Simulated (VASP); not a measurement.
Crystal: SnO.

```
Sn O
1.0
     3.81370    0.00000    0.00000
     0.00000    3.81370    0.00000
     0.00000    0.00000    4.88691
Sn O
2 2
Direct
  0.50000 0.00000 0.76463
  0.00000 0.50000 0.23537
  0.00000 0.00000 0.00000
  0.50000 0.50000 0.00000
```

The cell is a database's computed one.

Base run:

| Item | Value |
| --- | --- |
| Program | VASP 6.6.1 |
| Functional | PBE |
| Potentials or basis | VASP PAW PBE potentials, release 64 (Sn_d, O) |
| Cutoff | 520 eV |
| k mesh | 8 × 8 × 6 |
| Occupations | gaussian, width 0.02 eV |
| Spin | no spin polarisation |

Its results: band gap on the k mesh 0.16 eV, indirect (least direct gap 2.03 eV); pressure 3.8 GPa; largest force 0.455 eV/Å.

Q: After a change of settings the same cell gave: band gap on the k mesh 0.14 eV, indirect (least direct gap 1.96 eV); pressure -0.3 GPa; largest force 0.158 eV/Å. Which change was it?
A. functional from PBE to r2SCAN
B. functional from PBE to LDA; potentials or basis from VASP PAW PBE potentials, release 64 (Sn_d, O) to VASP PAW LDA potentials, release 64 (Sn_d, O)
C. functional from PBE to PBEsol

A: C.

PBEsol binds more tightly than PBE, so the same cell stands under less pressure.

Caveats: spin-orbit coupling is left out, which moves the levels of the heavy elements; the PAW data sets were made with another functional, which shifts forces and pressure a little (some runs).

Not every run made on this cell is shown here.
